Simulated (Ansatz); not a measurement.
**Band table of FeGe (rocksalt type)**

```yaml
crystal:
  lattice:
    - [0.00000, 2.40357, 2.40357]
    - [2.40357, 0.00000, 2.40357]
    - [2.40357, 2.40357, 0.00000]
  atoms:
    - { symbol: Fe, position: [0.00000, 0.00000, 0.00000] }
    - { symbol: Ge, position: [0.50000, 0.50000, 0.50000] }
```

The cell comes from a relaxation on PAW files under the same functional, begun from a prototype that needn't be the stable phase.

Computed with Ansatz 0.2.0; functional PBE, scalar-relativistic. Settings: a Γ-centred 14×14×14 k mesh, Fermi–Dirac smearing of 0.08 eV, spin-polarised from start moments Fe1 2.5 μB. Methods: LAPW: all electrons, basis error target 1 meV/atom.

This run: volume at 0.92 of the series' base cell.

The magnetic state is the one reached from the start moments; other orders weren't searched.

Path points, in fractions of the reciprocal vectors: Γ (0.000, 0.000, 0.000), X (0.500, 0.000, 0.500), U (0.625, 0.250, 0.625), K (0.375, 0.375, 0.750), L (0.500, 0.500, 0.500), W (0.500, 0.250, 0.750). The distance column jumps between branches of the path. Levels in eV from the Fermi level, spin up; bands 9 to 23, counted from the lowest band of the run. The gap is zero, the pressure 6.37 GPa.

```
# k(1/Å) point b9 b10 b11 b12 b13 b14 b15 b16 b17 b18 b19 b20 b21 b22 b23
0.000 Γ -24.52 -24.52 -24.48 -24.48 -24.48 -12.53 -2.36 -2.36 -2.36 -1.87 -1.87 4.08 4.08 4.08 11.00
0.163 - -24.52 -24.52 -24.48 -24.47 -24.47 -12.43 -2.40 -2.36 -2.36 -2.01 -1.86 3.92 3.92 3.97 10.25
0.327 - -24.51 -24.51 -24.48 -24.47 -24.47 -12.13 -2.50 -2.41 -2.35 -2.35 -1.82 3.49 3.49 3.73 9.39
0.490 - -24.51 -24.51 -24.48 -24.46 -24.46 -11.65 -2.97 -2.64 -2.32 -2.32 -1.76 2.87 2.87 3.48 8.67
0.654 - -24.51 -24.51 -24.48 -24.45 -24.45 -11.01 -3.57 -2.81 -2.23 -2.23 -1.69 2.14 2.14 3.17 6.66
0.817 - -24.52 -24.50 -24.49 -24.44 -24.44 -10.26 -4.11 -2.98 -2.07 -2.07 -1.63 1.40 1.40 2.54 5.27
0.980 - -24.52 -24.50 -24.49 -24.44 -24.44 -9.49 -4.53 -3.11 -1.84 -1.84 -1.57 0.70 0.70 1.50 4.67
1.144 - -24.53 -24.50 -24.49 -24.43 -24.43 -8.86 -4.80 -3.20 -1.56 -1.56 -1.53 0.13 0.13 0.54 4.49
1.307 X -24.53 -24.50 -24.49 -24.43 -24.43 -8.61 -4.89 -3.23 -1.51 -1.41 -1.41 -0.13 -0.13 0.16 4.45
1.365 - -24.53 -24.50 -24.49 -24.43 -24.43 -8.61 -4.88 -3.25 -1.56 -1.41 -1.40 -0.20 -0.07 0.17 4.53
1.423 - -24.53 -24.50 -24.49 -24.43 -24.43 -8.58 -4.87 -3.28 -1.67 -1.41 -1.38 -0.39 0.09 0.17 4.74
1.480 - -24.53 -24.50 -24.49 -24.43 -24.43 -8.55 -4.84 -3.35 -1.82 -1.42 -1.34 -0.65 0.17 0.32 5.02
1.538 - -24.53 -24.50 -24.49 -24.44 -24.43 -8.50 -4.80 -3.47 -1.98 -1.44 -1.29 -0.92 0.16 0.60 5.31
1.596 - -24.52 -24.50 -24.49 -24.44 -24.43 -8.45 -4.75 -3.63 -2.15 -1.45 -1.22 -1.15 0.14 0.90 5.56
1.654 - -24.52 -24.50 -24.48 -24.44 -24.44 -8.39 -4.69 -3.86 -2.30 -1.48 -1.32 -1.14 0.13 1.23 5.76
1.711 - -24.52 -24.50 -24.48 -24.44 -24.44 -8.34 -4.62 -4.12 -2.45 -1.50 -1.43 -1.04 0.11 1.58 5.93
1.769 U -24.52 -24.50 -24.48 -24.44 -24.44 -8.30 -4.54 -4.39 -2.58 -1.53 -1.49 -0.93 0.10 1.94 6.06
2.570 K -24.52 -24.50 -24.48 -24.44 -24.44 -8.30 -4.54 -4.39 -2.58 -1.53 -1.49 -0.93 0.10 1.94 6.06
2.743 - -24.52 -24.50 -24.47 -24.45 -24.44 -8.41 -5.01 -4.26 -2.87 -1.63 -1.47 -0.48 0.07 3.11 6.44
2.916 - -24.51 -24.50 -24.46 -24.46 -24.45 -9.03 -4.94 -3.92 -3.02 -1.76 -1.40 0.12 0.14 4.36 6.92
3.089 - -24.51 -24.50 -24.47 -24.45 -24.45 -9.92 -4.36 -3.57 -3.01 -1.90 -1.45 0.38 0.86 5.54 7.61
3.263 - -24.51 -24.50 -24.47 -24.46 -24.46 -10.79 -3.61 -3.21 -2.85 -2.04 -1.59 0.83 1.71 6.20 8.55
3.436 - -24.51 -24.51 -24.47 -24.47 -24.46 -11.53 -2.93 -2.88 -2.59 -2.17 -1.77 1.55 2.60 5.78 9.68
3.609 - -24.51 -24.51 -24.47 -24.47 -24.47 -12.08 -2.61 -2.51 -2.27 -2.26 -1.89 2.54 3.38 4.97 9.73
3.783 - -24.52 -24.52 -24.47 -24.47 -24.47 -12.42 -2.43 -2.37 -2.34 -1.98 -1.89 3.57 3.90 4.32 10.26
3.956 Γ -24.52 -24.52 -24.48 -24.48 -24.48 -12.53 -2.36 -2.36 -2.36 -1.87 -1.87 4.08 4.08 4.08 11.00
4.097 - -24.52 -24.52 -24.47 -24.47 -24.47 -12.46 -2.41 -2.35 -2.35 -1.92 -1.92 3.64 4.15 4.15 10.38
4.239 - -24.51 -24.51 -24.47 -24.47 -24.47 -12.23 -2.57 -2.37 -2.37 -2.01 -2.01 2.61 4.35 4.35 9.59
4.380 - -24.51 -24.51 -24.47 -24.47 -24.47 -11.86 -2.88 -2.50 -2.50 -2.01 -2.01 1.44 4.63 4.63 8.85
4.522 - -24.51 -24.51 -24.47 -24.46 -24.46 -11.35 -3.42 -2.72 -2.72 -1.92 -1.92 0.43 4.97 4.97 8.18
4.663 - -24.51 -24.51 -24.47 -24.46 -24.46 -10.71 -4.22 -2.94 -2.94 -1.79 -1.79 -0.27 5.32 5.32 7.60
4.805 - -24.51 -24.51 -24.47 -24.45 -24.45 -9.98 -5.20 -3.12 -3.12 -1.68 -1.68 -0.66 5.69 5.69 7.16
4.946 - -24.50 -24.50 -24.47 -24.45 -24.45 -9.24 -6.13 -3.23 -3.23 -1.60 -1.60 -0.85 6.02 6.02 6.88
5.088 L -24.50 -24.50 -24.47 -24.45 -24.45 -8.85 -6.60 -3.27 -3.27 -1.57 -1.57 -0.91 6.18 6.18 6.79
5.203 - -24.50 -24.50 -24.47 -24.45 -24.45 -8.83 -6.54 -3.30 -3.26 -1.57 -1.57 -0.92 5.30 5.72 7.24
5.319 - -24.51 -24.50 -24.47 -24.45 -24.45 -8.76 -6.38 -3.38 -3.20 -1.58 -1.55 -0.94 4.18 4.77 7.55
5.434 - -24.51 -24.50 -24.46 -24.45 -24.44 -8.67 -6.12 -3.51 -3.13 -1.59 -1.50 -0.97 3.15 3.70 7.92
5.550 - -24.51 -24.50 -24.46 -24.45 -24.44 -8.54 -5.77 -3.67 -3.06 -1.60 -1.41 -0.99 2.25 2.63 8.39
5.665 - -24.52 -24.50 -24.46 -24.46 -24.44 -8.41 -5.35 -3.86 -3.02 -1.60 -1.29 -1.00 1.47 1.64 8.97
5.781 - -24.52 -24.50 -24.46 -24.46 -24.44 -8.28 -4.88 -4.03 -3.09 -1.55 -1.11 -0.98 0.78 0.84 9.64
5.897 - -24.52 -24.50 -24.46 -24.46 -24.43 -8.19 -4.43 -4.15 -3.27 -1.46 -0.93 -0.91 0.11 0.37 10.20
6.012 W -24.52 -24.50 -24.46 -24.46 -24.43 -8.16 -4.20 -4.20 -3.41 -1.41 -0.82 -0.82 -0.20 0.17 10.45
6.094 - -24.52 -24.50 -24.47 -24.46 -24.43 -8.18 -4.35 -4.03 -3.35 -1.41 -0.94 -0.70 -0.20 0.18 9.56
6.175 - -24.52 -24.50 -24.47 -24.45 -24.43 -8.24 -4.48 -3.87 -3.17 -1.41 -1.05 -0.58 -0.20 0.18 8.49
6.257 - -24.52 -24.50 -24.48 -24.45 -24.43 -8.32 -4.61 -3.71 -2.89 -1.41 -1.15 -0.46 -0.20 0.19 7.47
6.339 - -24.52 -24.50 -24.48 -24.44 -24.43 -8.41 -4.71 -3.56 -2.55 -1.41 -1.24 -0.35 -0.20 0.19 6.54
6.421 - -24.53 -24.50 -24.49 -24.44 -24.43 -8.49 -4.79 -3.42 -2.18 -1.41 -1.31 -0.26 -0.19 0.19 5.72
6.502 - -24.53 -24.50 -24.49 -24.43 -24.43 -8.56 -4.84 -3.32 -1.85 -1.41 -1.36 -0.19 -0.17 0.18 5.06
6.584 - -24.53 -24.50 -24.49 -24.43 -24.43 -8.60 -4.88 -3.26 -1.60 -1.41 -1.40 -0.14 -0.14 0.17 4.61
6.666 X -24.53 -24.50 -24.49 -24.43 -24.43 -8.61 -4.89 -3.23 -1.51 -1.41 -1.41 -0.13 -0.13 0.16 4.45
```
